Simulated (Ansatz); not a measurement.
# Pt: the cost of one run

Computed with Ansatz 0.2.0 (DFT PBE+D3(BJ), scalar-relativistic, plane waves, PAW, unless a step's input says otherwise).

3 further runs of the same task are left out: 3 set aside as unsound or not needed.

## 1. The structure to begin with

Symmetry: R3m, No. 160, trigonal system. Conventional cell: a = 3.157 Å, b = 3.157 Å, c = 18.118 Å, α = 90.00°, β = 90.00°, γ = 120.00°. W (site symmetry 3m) has 6 S at 2.41 Å as nearest neighbours. S (site symmetry 3m) is surrounded by 3 W at 2.41 Å.

As a file:

```
W S
1.0
     1.57860    0.91141    6.03931
    -1.57860    0.91141    6.03931
     0.00000   -1.82281    6.03931
W S
1 2
Direct
  0.99934 0.99934 0.99934
  0.75278 0.75278 0.75278
  0.57918 0.57918 0.57918
```

This cell was relaxed beforehand with the same method: volume 17.38 Å³/atom, gap on the mesh 0.91 eV.

## 2. The film's bulk: Pt

Relaxed beforehand at this level: -12523.7739 eV/atom, gap on the mesh none (metal).

Space group Fm-3m (No. 225). a = 3.928 Å, b = 3.928 Å, c = 3.928 Å, α = 90.00°, β = 90.00°, γ = 90.00°
```json
{"atom": "Pt", "site": "4a", "symmetry": "m-3m", "x": "0.0000", "y": "0.0000", "z": "0.0000"}
```

The bulk reference of WS2, the base, comes from a run made before at the same settings: -4064.2196 eV/atom.

## 3. Pt strained to the base's plane

The (111) plane of Pt is fitted to the (001) plane of WS2, a strain of -1.6 % along x and -1.6 % along y; the third vector and the atoms relax.

Contents of input.yaml:

```yaml
crystal:
  lattice:
    - [5.4684362384, 0.0, 0.0]
    - [-2.7342181192, 4.7358047015, 0.0]
    - [-1.3671090596, 0.7893007836, 2.3116355892]
  atoms:
    - { symbol: Pt, position: [0.0, 0.5, 0.0] }
    - { symbol: Pt, position: [0.5, 0.5, 0.0] }
    - { symbol: Pt, position: [0.0, 0.0, 0.0] }
    - { symbol: Pt, position: [0.5, 0.0, 0.0] }
basis:
  ecutwfc: 420
kpoints:
  mp_grid: { grid: [9, 9, 15] }
hamiltonian:
  xc: pbe
  dispersion: d3bj
scf:
  occupations: { method: gaussian, width: 0.1 }
output:
  forces: true
  stress: true
  eigenvalues: true
relax:
  adjacent_minimum: "off"
  f_tol: 0.01
  max_steps: 50
  cell: { fix: [a, b, gamma], stress_tol: 0.1 }
```

Launch:

```bash
$ ansatz run input.yaml --threads 4 --pin off --max-ram 10240MiB --backend cpu --events-out ev --progress --plain --runs-dir out
```

Q: Estimate wall time and peak memory on 4 threads of Intel Xeon at 2.50GHz (Skylake/Cascade Lake), shared host.

About 3.5 min, with a peak of 0.93 GiB.
